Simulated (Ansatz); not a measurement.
Crystal: Re.

```
Re
1.0
     2.76639    0.00000    0.00000
    -1.38319    2.39576    0.00000
     0.00000    0.00000    8.93885
Re
4
Direct
  0.66667 0.33333 0.75000
  0.00000 0.00000 0.50000
  0.33333 0.66667 0.25000
  0.00000 0.00000 0.00000
```

Base run:

- Program: Ansatz 0.2.0
- Functional: LDA
- Potentials or basis: Ansatz PAW
- Cutoff: 420 eV (not typed: the program's choice for these potentials)
- k mesh: 8 × 8 × 3
- Occupations: fermi-dirac, width 0.05 eV
- Spin: spin-orbit coupling, no magnetisation

Its results: band gap on the k mesh none (metal or under the smearing width); pressure -11.4 GPa.

**Question.** The run is repeated on the same cell with these changes: functional from LDA to PBEsol. What comes out?

**Answer.** Band gap on the k mesh none (metal or under the smearing width); pressure -5.7 GPa.

PBEsol binds less tightly than LDA, so the same cell stands under more pressure.

Caveats: the PAW data sets come from PBE, with cores solved anew for the run's functional, which leaves a small shift of forces and pressure.
